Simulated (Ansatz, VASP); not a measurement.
# InSb3: VASP beside Ansatz

```
CELL_PARAMETERS angstrom
4.80637 -0.04806 0.00000
-0.04806 4.80637 0.00000
0.00000 0.00000 4.80637
ATOMIC_POSITIONS crystal
Sb 0.50000 0.50000 0.00000
Sb 0.00000 0.50000 0.50000
Sb 0.50000 0.00000 0.50000
In 0.00000 0.00000 0.00000
```

The cell comes from a database or a generator and needn't be the stable form of this composition.

Alike in both runs: functional PBEsol; k mesh 5 × 5 × 5; occupations fermi-dirac, width 0.05 eV; no spin polarisation.

```csv
,VASP,Ansatz
version,VASP 6.6.1,Ansatz 0.2.0
potentials or method,"VASP PAW PBE potentials, release 64 (Sb, In_d)",Ansatz PAW
plane-wave cutoff (eV),520,420
valence electrons in the cell,28,58
task,single point,band structure
```

|  | VASP | Ansatz | Ansatz less VASP |
| --- | --- | --- | --- |
| gap on the k mesh at the Fermi level (eV) | none | none | - |
| pressure (GPa) | -2.5 | -2.5 | +0.02 |
| largest component of the traceless stress (GPa) | 0.11 | 0.12 | +0.003 |

A gap of «none» marks a metal or a gap that the smearing closes. The two sets of potentials don't hold the same shells in valence.

Caveats: the PAW data sets were made with another functional, which shifts forces and pressure a little (VASP); spin-orbit coupling is left out, which moves the levels of the heavy elements (Ansatz); the PAW data sets come from PBE, with cores solved anew for the run's functional, which leaves a small shift of forces and pressure (Ansatz). The runs have no spin-orbit coupling, so splittings on Sb are missing.
